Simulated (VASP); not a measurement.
# Settings for KCl: self-consistent run

KCl, P4mm (no. 99), 2 atoms in the cell. PBE; PAW potentials K_sv, Cl (PBE set). VASP 6.6.1. The cell is changed on purpose: last atom moved by 0.05 Å along z, cell strained by -1.0% along z.

Wanted: energy within 2 meV/atom; forces within 0.01 eV/Å.

What the run is for: forces; Accuracy asked: standard.

POSCAR:
```
KCl
1.0
    3.8391960000      0.0000000000      0.0000000000
    0.0000000000      3.8391960000      0.0000000000
    0.0000000000      0.0000000000      3.8008040400
K Cl
1 1
Direct
    0.0000000000      0.0000000000      0.0000000000
    0.5000000000      0.5000000000      0.5130235600
```

The series start from Plane-wave cutoff (eV): 340; k-point mesh: 6 × 6 × 6; Precision mode (PREC): Accurate; Electronic threshold (eV): 1e-6; Bands in all (NBANDS): 18; Aspherical gradient terms in the spheres (LASPH): yes; Electronic algorithm: ALGO=Normal; Density mixing: defaults; Delay and inner steps: defaults. Each series keeps the choices made before it, and each single choice may use up half of a tolerance.

## Plane-wave cutoff (eV)

| Plane-wave cutoff (eV) | Energy less reference (meV/atom) | Forces, largest deviation (eV/Å) | SCF iterations | Time (s) |
|---|---|---|---|---|
| 210 | -3.6 | 0.007 | 12 | 4.0 |
| 260 | 1.2 | 0.001 | 13 | 4.9 |
| 300 | 0.8 | 0.000 | 12 | 5.0 |
| 340 | 0.3 | 0.000 | 12 | 5.2 |
| 390 | 0.3 | 0.000 | 13 | 8.6 |
| 460 | 0.5 | 0.000 | 13 | 10 |
| 550 | 0.1 | 0.000 | 12 | 13 |
| 690 (reference) | 0.0 | 0.000 | 12 | 16 |

Chosen: 300, the loosest value from which every tighter one stays within half of the tolerance.

## k-point mesh

| k-point mesh | Energy less reference (meV/atom) | Forces, largest deviation (eV/Å) | SCF iterations | Time (s) |
|---|---|---|---|---|
| 2 × 2 × 2 | 104.3 | 0.010 | 13 | 2.4 |
| 3 × 3 × 3 | 8.7 | 0.001 | 12 | 2.2 |
| 4 × 4 × 4 | 1.0 | 0.000 | 12 | 3.0 |
| 5 × 5 × 5 | 0.1 | 0.000 | 12 | 3.0 |
| 6 × 6 × 6 | 0.0 | 0.000 | 12 | 5.0 |
| 7 × 7 × 7 | 0.0 | 0.000 | 12 | 4.9 |
| 9 × 9 × 9 | 0.0 | 0.000 | 12 | 8.5 |
| 11 × 11 × 12 (reference) | 0.0 | 0.000 | 12 | 15 |

Chosen: 4 × 4 × 4.

## Precision mode (PREC)

| Precision mode (PREC) | Energy less reference (meV/atom) | Forces, largest deviation (eV/Å) | SCF iterations | Time (s) |
|---|---|---|---|---|
| SingleN | -0.4 | 0.016 | 12 | 1.9 |
| Normal | -0.6 | 0.000 | 12 | 2.0 |
| Single | 0.2 | 0.000 | 12 | 2.8 |
| Accurate (reference) | 0.0 | 0.000 | 12 | 3.0 |

Chosen: Normal.

## Electronic threshold (eV)

| Electronic threshold (eV) | Energy less reference (meV/atom) | Forces, largest deviation (eV/Å) | SCF iterations | Time (s) |
|---|---|---|---|---|
| 0.001 | 0.1 | 0.001 | 9 | 1.6 |
| 0.0001 | 0.1 | 0.000 | 9 | 1.8 |
| 1e-5 | 0.0 | 0.000 | 11 | 1.8 |
| 1e-6 | 0.0 | 0.000 | 12 | 2.0 |
| 1e-7 | 0.0 | 0.000 | 13 | 2.1 |
| 1e-8 (reference) | 0.0 | 0.000 | 16 | 2.4 |

Chosen: 0.001.

## Bands in all (NBANDS)

| Bands in all (NBANDS) | Energy less reference (meV/atom) | Forces, largest deviation (eV/Å) | SCF iterations | Time (s) |
|---|---|---|---|---|
| 9 | 0.0 | 0.000 | 9 | 1.4 |
| 10 | 0.0 | 0.000 | 9 | 1.3 |
| 12 | 0.0 | 0.000 | 9 | 1.4 |
| 14 | 0.0 | 0.000 | 9 | 1.6 |
| 18 | 0.0 | 0.000 | 9 | 1.6 |
| 28 (reference) | 0.0 | 0.000 | 9 | 2.0 |

Chosen: 9.

## Aspherical gradient terms in the spheres (LASPH)

| Aspherical gradient terms in the spheres (LASPH) | Energy less reference (meV/atom) | Forces, largest deviation (eV/Å) | SCF iterations | Time (s) |
|---|---|---|---|---|
| yes | 0.0 | 0.000 | 9 | 1.4 |
| no | 0.0 | 0.000 | 9 | 1.1 |

Chosen: yes; no other choice that stays within half of the tolerance saves 30 % of the time.

## Electronic algorithm

| Electronic algorithm | Energy less reference (meV/atom) | Forces, largest deviation (eV/Å) | SCF iterations | Time (s) |
|---|---|---|---|---|
| ALGO=Normal | 0.0 | 0.000 | 9 | 1.4 |
| ALGO=Fast | -0.3 | 0.003 | 10 | 1.5 |
| ALGO=VeryFast | 0.1 | 0.001 | 17 | 1.6 |
| ALGO=All ISEARCH=1 | 0.0 | 0.001 | 11 | 2.0 |
| ALGO=All ISEARCH=0 | 0.0 | 0.001 | 11 | 1.9 |
| ALGO=Damped TIME=0.4 | 0.5 | 0.000 | 13 | 1.8 |
| ALGO=Damped TIME=0.1 | 2.7 | 0.002 | 16 | 2.2 |

Chosen: ALGO=Normal.

## Density mixing

| Density mixing | Energy less reference (meV/atom) | Forces, largest deviation (eV/Å) | SCF iterations | Time (s) |
|---|---|---|---|---|
| defaults | 0.0 | 0.000 | 9 | 1.4 |
| BMIX=2.0 | 0.4 | 0.000 | 9 | 1.3 |
| AMIX=0.2 | 0.3 | 0.000 | 9 | 1.3 |
| AMIX=0.6 | -0.1 | 0.001 | 9 | 1.4 |
| INIMIX=0 | -0.1 | 0.000 | 9 | 1.4 |
| BMIX=0.5 | -0.1 | 0.000 | 9 | 1.4 |
| AMIX=0.4 AMIN=0.6 IMIX=2 | -0.3 | 0.003 | 15 | 1.9 |

Chosen: defaults.

## Delay and inner steps

| Delay and inner steps | Energy less reference (meV/atom) | Forces, largest deviation (eV/Å) | SCF iterations | Time (s) |
|---|---|---|---|---|
| defaults | 0.0 | 0.000 | 9 | 1.4 |
| NELMDL=-2 | -0.1 | 0.000 | 7 | 1.5 |
| NELMDL=-8 | 0.0 | 0.000 | 12 | 1.5 |
| NELMDL=-12 | 0.0 | 0.000 | 16 | 1.7 |
| NRMM=2 | 0.0 | 0.000 | 9 | 1.5 |
| NRMM=6 | 0.0 | 0.000 | 9 | 1.3 |
| WEIMIN=0.001 | 0.0 | 0.000 | 9 | 1.3 |

Chosen: defaults.

## All choices together

| Input | Energy less reference (meV/atom) | Forces, largest deviation (eV/Å) | Time (s) |
|---|---|---|---|
| the program's defaults (naive) | 2.5 | 0.001 | 1.1 |
| chosen settings | 1.3 | 0.001 | 1.4 |
| reference settings throughout | 0.0 | 0.000 | 103 |

The tolerance is met.

Values of the reference run: Forces: 0, 0, 0.03418, 0, 0, -0.03418 eV/Å.

## The input

INCAR:
```
ALGO = Normal
EDIFF = 0.001
EFERMI = MIDGAP
ENCUT = 300
GGA = PE
GGA_COMPAT = False
ISIF = 2
ISMEAR = 0
LASPH = True
LCHARG = False
LREAL = False
LWAVE = False
NBANDS = 9
NELM = 120
PREC = Normal
SIGMA = 0.03
```

KPOINTS:
```
Automatic mesh
0
Gamma
  4 4 4
  0 0 0
```

Commands:
```
cat potpaw_PBE.64/K_sv/POTCAR potpaw_PBE.64/Cl/POTCAR > POTCAR
mpirun -np 1 vasp_std > vasp.out
```

The chosen input took VASP 6.6.1 1.4 s on 1 core (Intel Xeon 6975P-C (Granite Rapids)), a shared host.

## An input that fails: too few electronic steps

The electronic loop stops at its limit of 5 steps.

Changes against the starting input:
```
- NELM = 120
+ NELM = 5
```
